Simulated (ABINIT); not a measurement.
TiC:

```xyz
2
Lattice="0.0000 2.1657 2.1657 2.1657 0.0000 2.1657 2.1657 2.1657 0.0000" Properties=species:S:1:pos:R:3 pbc="T T T"
Ti    0.0000    0.0000    0.0000
C     2.1657    2.1657    2.1657
```

The cell is a database's computed one.

Base run:

- Program: ABINIT 10.8.3 (patched build)
- Functional: BLYP
- Potentials or basis: JTH PAW PBE v2.0
- Cutoff: 517 eV
- k mesh: 11 × 11 × 11
- Occupations: fermi-dirac, width 0.05 eV
- Spin: no spin polarisation

Its results: band gap on the k mesh none (metal or under the smearing width); pressure 8.8 GPa.

Problem. After a change of settings the same cell gave: band gap on the k mesh none (metal or under the smearing width); pressure -5.3 GPa. Which change was it?
A. functional from BLYP to PBE; k mesh from 11 × 11 × 11 to 4 × 4 × 4
B. functional from BLYP to LDA; potentials or basis from JTH PAW PBE v2.0 to PseudoDojo NC SR LDA v0.4 stringent; cutoff from 517 eV to 1143 eV
C. functional from BLYP to WC
D. functional from BLYP to PBE; k mesh from 11 × 11 × 11 to 14 × 14 × 14

Solution. C.

WC binds more tightly than BLYP, so the same cell stands under less pressure.

Caveats: the PAW data sets were made with another functional, which shifts forces and pressure a little.

Not every run made on this cell is shown here.
